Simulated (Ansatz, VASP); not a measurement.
**Moving the share of exact exchange in CaO**

```cif
data_structure
_symmetry_space_group_name_H-M 'Fm-3m'
_symmetry_Int_Tables_number 225
_cell_length_a 4.8071
_cell_length_b 4.8071
_cell_length_c 4.8071
_cell_angle_alpha 90.000
_cell_angle_beta 90.000
_cell_angle_gamma 90.000
_cell_volume 111.08
loop_
_atom_site_label
_atom_site_type_symbol
_atom_site_symmetry_multiplicity
_atom_site_Wyckoff_symbol
_atom_site_fract_x
_atom_site_fract_y
_atom_site_fract_z
_atom_site_occupancy
Ca1 Ca 4 a 0.00000 0.00000 0.00000 1
O1 O 4 b 0.50000 0.00000 0.00000 1
```

The cell is a database's computed one, not the measured one.

Kept alike: task single point; functional HSE(alpha, omega); k mesh 5 × 5 × 5; occupations fermi-dirac, width 0.05 eV; no spin polarisation. Program: VASP, PBE PAW files Ca_sv, O, 520 eV. Screening 0.2 Å⁻¹. The mesh is that of the run's cell of 2 atoms. No spin-orbit coupling.

```csv
"share of exact exchange, α",pressure (GPa)
0.05,1.78
0.1,1.35
0.15,0.93
0.2,0.50
0.25,0.08
0.3,?
0.4,-1.19
0.5,-2.04
```

The k mesh is coarse, so the values aren't converged. Pressure is positive in compression; the values hold the error of the finite cutoff, so their zero can differ a little from the energy's minimum. All rows use potentials made for PBE. The mesh is thin for exact exchange.

Fit the rows shown and predict the run at 0.3.

A least-squares line through the rows shown is pressure = -8.481 α + 2.201 (largest miss 0.005); at α = 0.3 it gives -0.34 GPa. The run gave: pressure -0.35 GPa.
